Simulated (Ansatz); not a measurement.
# Ta2Si (101): surface energy and levels, part 1 of 2

This session takes Ta2Si and sets out to cut the (101) surface, relax it and get its surface energy and levels.

Computed with Ansatz 0.2.0 (DFT PBEsol, scalar-relativistic, plane waves, PAW, unless a step's input says otherwise).

1 further run of the same task is left out (set aside as unsound or not needed). Runs told in other sessions of the task aren't counted.

## (1) The system as given

Symmetry: I4/mcm, No. 140, tetragonal system. Conventional cell: a = 6.137 Å, b = 6.137 Å, c = 5.040 Å, α = 90.00°, β = 90.00°, γ = 90.00°. Around Si (site symmetry 422) lie 2 Si at 2.52 Å and 8 Ta at 2.62 Å. Ta (site symmetry m2m) has 4 Si at 2.62 Å and 3 Ta at 2.83 to 2.94 Å in its first shell of neighbours.

As a file:

```cif
data_structure
_symmetry_space_group_name_H-M 'P 1'
_symmetry_Int_Tables_number 1
_cell_length_a 5.0179
_cell_length_b 5.0179
_cell_length_c 5.0179
_cell_angle_alpha 104.607
_cell_angle_beta 104.607
_cell_angle_gamma 119.712
_cell_volume 94.90
loop_
_atom_site_label
_atom_site_type_symbol
_atom_site_fract_x
_atom_site_fract_y
_atom_site_fract_z
_atom_site_occupancy
Si1 Si 0.25000 0.25000 0.00000 1
Si2 Si 0.75000 0.75000 0.00000 1
Ta1 Ta 0.66307 0.83693 0.50000 1
Ta2 Ta 0.83693 0.33693 0.17387 1
Ta3 Ta 0.33693 0.16307 0.50000 1
Ta4 Ta 0.16307 0.66307 0.82613 1
```

It goes back to an entry of the Materials Project, which need not be the stable form.

It is the result of an earlier relaxation at this level (volume 15.82 Å³/atom; gap on the mesh: none (metal)).

## (2) The bulk in the cell of the plane

Contents of input.yaml:

```yaml
crystal:
  lattice:
    - [5.0179442176, 0.0, 0.0]
    - [1.2654370604, 4.8557628873, 0.0]
    - [2.4870700969, -1.9558457595, 3.8947289854]
  atoms:
    - { symbol: Si, position: [0.75, 0.0, 0.25] }
    - { symbol: Si, position: [0.25, 0.0, 0.75] }
    - { symbol: Ta, position: [0.3369338058, 0.5, 0.8369338058] }
    - { symbol: Ta, position: [0.1630661942, 0.1738676116, 0.3369338058] }
    - { symbol: Ta, position: [0.6630661942, 0.5, 0.1630661942] }
    - { symbol: Ta, position: [0.8369338058, 0.8261323884, 0.6630661942] }
basis:
  ecutwfc: 420
kpoints:
  mp_grid: { grid: [7, 7, 9] }
hamiltonian:
  xc: pbesol
scf:
  occupations: { method: gaussian, width: 0.1 }
output:
  forces: true
  stress: true
  eigenvalues: true
  write_density: true
  write_potential: true
  elf: true
  volumetric_format: npy
```

The run is started by

```
> ansatz run input.yaml --threads 4 --pin off --max-ram 9216MiB --backend cpu --events-out ev --progress --plain --runs-dir out
```

What it wrote, shortened:

```text
Warning: crystal.symmetry: narrowed to the stabiliser of the k-point mesh — unitary ops 16 → 2; excluded 14 operations that carry a point of the 7×7×9 mesh (shift [0, 0, 0]) off the mesh (the run samples exactly the mesh kpoints.mp_grid names, as under crystal.symmetry.detect: false, and [...]
Warning: RAYON_NUM_THREADS=4 ignored (pool sized by the plan → 4); use --threads N
[...]
Pseudopotentials: kind: paw
Pseudopotential: Si, paw, valence charge 4, recommended cutoff 420 eV (normal), Si.paw.azcp
Pseudopotential: Ta, paw, valence charge 13, recommended cutoff 420 eV (normal), Ta.paw.azcp
Functional definition: PBEsol
[...]
Crystal: 6 atoms, lattice volume = 94.899 Å³
Basis set: ecut = 420 eV, 1881 PW (Γ), exchange–correlation on 72×72×72 points (8 copies of the dense FFT grid, shifted against one another)
Bands: 36, of which v1, the nominal top of the filled ones, is band 30 counted from 1 (29 counted from 0)
Symmetry: 2 space group operations
k-points: 221 of 441
[...]
SCF iter   1: F=—  HF=-40472.627324 eV  |F-HF|=—  |Δ(HF+E_count)|=         —  Δρ=3.39e-3  dr2=7.41e-3  ethr=1.77e-3  ⟨swp⟩=5.6  Hψ=33703  notcnv=0
[...]
SCF iter   6: F=-40472.626105 eV  HF=-40472.626105 eV  |F-HF|=4.24e-9  |Δ(HF+E_count)|=   2.34e-8  Δρ=2.17e-6  dr2=6.34e-9  ethr=1.67e-10  ⟨swp⟩=13.3  Hψ=54583  notcnv=0
[...]
SCF converged after 6 iterations
Free energy (F): -40472.626105 eV
[...]
E sigma→0 (E₀):  -40472.617748 eV
Entropy (-TS):   -0.016715 eV (-2.786 meV/atom)
Fermi energy:    17.682999 eV
[...]
--- Forces (eV/Å), atoms counted from 1 ---
  atom   1  Si    -0.00586525     0.00334504    -0.00290646
  atom   2  Si     0.00586525    -0.00334504     0.00290646
  atom   3  Ta    -0.00253774    -0.00705481     0.01488981
  atom   4  Ta    -0.01076580    -0.00370364     0.00192682
  atom   5  Ta     0.00253774     0.00705481    -0.01488981
  atom   6  Ta     0.01076580     0.00370364    -0.00192682
[...]
--- Stress (GPa, compression-positive) ---
        0.009390       0.098574      -0.144207
        0.098574      -0.045584      -0.036145
       -0.144207      -0.036145      -0.049112
  P = ⅓ Tr σ = -0.0284 GPa (-0.284 kbar)
--- Band table (eV; the first three rows and the last of 221) ---
[...]
```

It took 16 s on 4 threads of Arm Neoverse V1, shared host; peak memory 0.78 GiB.

The bulk reference has the slab's in-plane cell, mesh and smearing. Its energy with the smearing taken to zero: -6745.4363 eV/atom.

## (3) Cutting the (101) slab

Planes are indexed in the bulk's conventional cell (I4/mcm (No. 140)), a = 6.137 Å, b = 6.137 Å, c = 5.040 Å, α = 90.00°, β = 90.00°, γ = 90.00°.

The slab is a (101) slab, 11.3 Å thick as cut, with 15 Å of vacuum; its outer planes are Ta (top) and Si (bottom).

The slab as cut. Its planes from the bottom up:

| plane | atoms per cell | height over the lowest (Å) |
| --- | --- | --- |
| 1 | TaSi | 0.00 |
| 2 | Ta2Si | 1.78 |
| 3 | Ta2Si | 3.73 |
| 4 | Ta2Si | 5.67 |
| 5 | Ta2Si | 7.62 |
| 6 | Ta2Si | 9.57 |
| 7 | Ta | 11.18 |

## (4) The slab as cut, atoms at the bulk's places

A dipole layer in the vacuum cancels the field that periodic copies would set up if the slab's two faces differ.

Contents of input.yaml:

```yaml
crystal:
  lattice:
    - [5.0179442176, 0.0, 0.0]
    - [1.2654370604, 4.8557628873, 0.0]
    - [0.0, 0.0, 26.3456033429]
  atoms:
    - { symbol: Si, position: [0.6979085772, 0.6979085772, 0.2846774812] }
    - { symbol: Ta, position: [0.836760246, 0.1628926344, 0.2975290985] }
    - { symbol: Ta, position: [0.3576626264, 0.031530238, 0.345741973] }
    - { symbol: Si, position: [0.4965142953, 0.4965142953, 0.3585935904] }
    - { symbol: Ta, position: [0.9614983525, 0.6353659641, 0.3714452077] }
    - { symbol: Ta, position: [0.8301359561, 0.1562683445, 0.4196580822] }
    - { symbol: Si, position: [0.2951200134, 0.2951200134, 0.4325096995] }
    - { symbol: Ta, position: [0.4339716822, 0.7601040706, 0.4453613169] }
    - { symbol: Ta, position: [0.9548740627, 0.6287416743, 0.4935741913] }
    - { symbol: Si, position: [0.0937257315, 0.0937257315, 0.5064258087] }
    - { symbol: Ta, position: [0.5587097887, 0.2325774003, 0.519277426] }
    - { symbol: Ta, position: [0.4273473924, 0.7534797808, 0.5674903005] }
    - { symbol: Si, position: [0.8923314496, 0.8923314496, 0.5803419178] }
    - { symbol: Ta, position: [0.0311831184, 0.3573155068, 0.5931935352] }
    - { symbol: Ta, position: [0.5520854989, 0.2259531105, 0.6414064096] }
    - { symbol: Si, position: [0.6909371677, 0.6909371677, 0.654258027] }
    - { symbol: Ta, position: [0.1559212249, 0.8297888365, 0.6671096444] }
    - { symbol: Ta, position: [0.0245588286, 0.350691217, 0.7153225188] }
basis:
  ecutwfc: 420
kpoints:
  mp_grid: { grid: [7, 7, 1] }
hamiltonian:
  xc: pbesol
scf:
  occupations: { method: gaussian, width: 0.1 }
output:
  forces: true
  eigenvalues: true
  write_density: true
  write_potential: true
  elf: true
  volumetric_format: npy
efield:
  axis: 3
  dipole_correction: true
  ramp_width: 0.04
```

The run is started by

```
> ansatz run input.yaml --threads 4 --pin off --max-ram 9216MiB --backend cpu --events-out ev --progress --plain --runs-dir out
```

What it wrote, shortened:

```text
Warning: RAYON_NUM_THREADS=4 ignored (pool sized by the plan → 4); use --threads N
[...]
[... 4 set-up lines as earlier in the session ...]
[...]
Crystal: 18 atoms, lattice volume = 641.936 Å³
Basis set: ecut = 420 eV, 12635 PW (Γ), exchange–correlation on 72×72×360 points (8 copies of the dense FFT grid, shifted against one another)
Bands: 108, of which v1, the nominal top of the filled ones, is band 90 counted from 1 (89 counted from 0)
Symmetry: 1 space group operations
Space group: P1 (ITA 1), of the structure as read, at distance tolerance 8.6e-5 Å
k-points: 25 of 49 (time reversal used)
[...]
SCF iter   1: F=—  HF=-121406.740570 eV  |F-HF|=—  |Δ(HF+E_count)|=         —  Δρ=4.92e-3  dr2=7.94e-1  ethr=1.77e-3  p=0.124 e·Å  D=3.48e-2 V/Å  ΔV_dip=-0.92 eV  dr2_dipole=1.00e-1  V_vac-E_F(+/−)=3.55/4.47 eV  ⟨swp⟩=10.0  Hψ=14253  notcnv=0
[...]
WARN: The output density's exchange-correlation potential varies sharply where the density is thin. Do not read a vacuum level from v_tot or v_xc, or from such a field of the output density. On a cell that repeats whose density bears no net charge and no dipole along the vacuum's axis use [...]
SCF converged after 9 iterations
Free energy (F): -121406.692364 eV
[...]
E sigma→0 (E₀):  -121406.658816 eV
Entropy (-TS):   -0.067096 eV (-3.728 meV/atom)
Fermi energy:    5.819657 eV
Dipole field:    D = 0.041360 V/Å  (p = 0.146729 e·Å, saw-weighted, corrected)
Work function:   Φ+ = 3.1260 eV   Φ− = 4.2156 eV
Levels:          The Fermi level and band energies are counted from a zero that moves with the ramp; work functions are not
[...]
--- Forces (eV/Å), atoms counted from 1 ---
  atom   1  Si     0.00894685    -0.19913529    -0.47178401
  atom   2  Ta     0.13421640    -0.30729667     1.96650835
  atom   3  Ta    -0.41091921     0.48602115     0.39377666
  atom   4  Si    -0.38248319     0.07942238    -1.08833348
  atom   5  Ta     0.38331406     0.17971972    -0.64537868
  atom   6  Ta    -0.10893433    -0.21868873    -0.07996151
  atom   7  Si     0.01722612    -0.05917015    -0.05729384
  atom   8  Ta     0.28198302    -0.02143218    -0.09346636
[...]
--- Band table (eV; the first three rows and the last of 25) ---
[...]
```

It took 1.9 min on 4 threads of Arm Neoverse V1, shared host; peak memory 2.3 GiB.

This gives work function 3.13 eV (top face), 4.22 eV (bottom face); dipole along +c 0.147 e·Å per cell.

Density in a lattice plane of the grid's cell (edges 5.02 and 26.35 Å, at 0.156 of the third edge), which holds Ta.

Ten even steps from '0' (0.00 e/Å³) to '9' (3.94 e/Å³):
```
000000
000000
000000
000000
000000
110000
000970
110000
000110
000540
101014
101019
018100
400039
000000
000000
000000
000000
000000
000000
```
Columns run along the first of these edges and rows up along the second, over one cell in 6 and 20 even steps from the bottom left corner. Atoms in the plane (fractional): Ta at (0.84, 0.30), Ta at (0.83, 0.42).

ELF in the same plane.

Values, 12 rows by 6 columns:
```
0.00 0.00 0.00 0.00 0.00 0.00
0.01 0.01 0.01 0.00 0.00 0.01
0.16 0.10 0.25 0.21 0.14 0.18
0.45 0.52 0.35 0.60 0.51 0.41
0.19 0.19 0.44 0.41 0.49 0.61
0.34 0.32 0.36 0.65 0.60 0.49
0.46 0.65 0.69 0.65 0.51 0.04
0.30 0.27 0.70 0.21 0.33 0.28
0.04 0.16 0.16 0.18 0.07 0.07
0.00 0.00 0.00 0.00 0.00 0.00
0.00 0.00 0.00 0.00 0.00 0.00
0.00 0.00 0.00 0.00 0.00 0.00
```
Columns run along the first of these edges and rows up along the second, over one cell in 6 and 12 even steps from the bottom left corner. Atoms in the plane (fractional): Ta at (0.84, 0.30), Ta at (0.83, 0.42).

Both are smooth fields of the valence electrons: close to the nuclei they are not physical.

The highest ELF values outside the cores: 0.92 beside Si, off the lines to its neighbours, 1.1 Å from Si; 0.69 on the Si–Si line, 1.1 Å from Si; 0.66 between the atoms, 1.9 Å from Ta.

(Continued in part 2 of 2.)
